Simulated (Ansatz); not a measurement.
EuO:

```
Eu O
1.0
     0.00000    2.57195    2.57195
     2.57195    0.00000    2.57195
     2.57195    2.57195    0.00000
Eu O
1 1
Direct
  0.00000 0.00000 0.00000
  0.50000 0.50000 0.50000
```

Base run:

- Program: Ansatz 0.2.0
- Functional: PBEsol
- Potentials or basis: Ansatz PAW
- Cutoff: 420 eV (not typed: the program's choice for these potentials)
- k mesh: 9 × 9 × 9
- Occupations: fermi-dirac, width 0.05 eV
- Spin: collinear spin, ferromagnetic start
- Starting moments: [7.0, 0.0] μB

Its results: band gap on the k mesh none (metal or under the smearing width); pressure -9.1 GPa; net moment 6.97 μB per cell; site moments Eu +6.61; O -0.08 μB.

Question: The run is repeated on the same cell with these changes: functional from PBEsol to PBE. What comes out?

Answer: Band gap on the k mesh none (metal or under the smearing width); pressure -4.1 GPa; net moment 6.98 μB per cell; site moments Eu +6.62; O -0.08 μB.

PBE binds less tightly than PBEsol, so the same cell stands under more pressure.

Caveats: spin-orbit coupling is left out, which moves the levels of the heavy elements; a cell with one magnetic atom can't hold antiferromagnetic order, which such compounds often take; without U or exact exchange the open f shell lies at the Fermi level, which spoils levels, moments and volumes; the PAW data sets come from PBE, with cores solved anew for the run's functional, which leaves a small shift of forces and pressure (some runs).
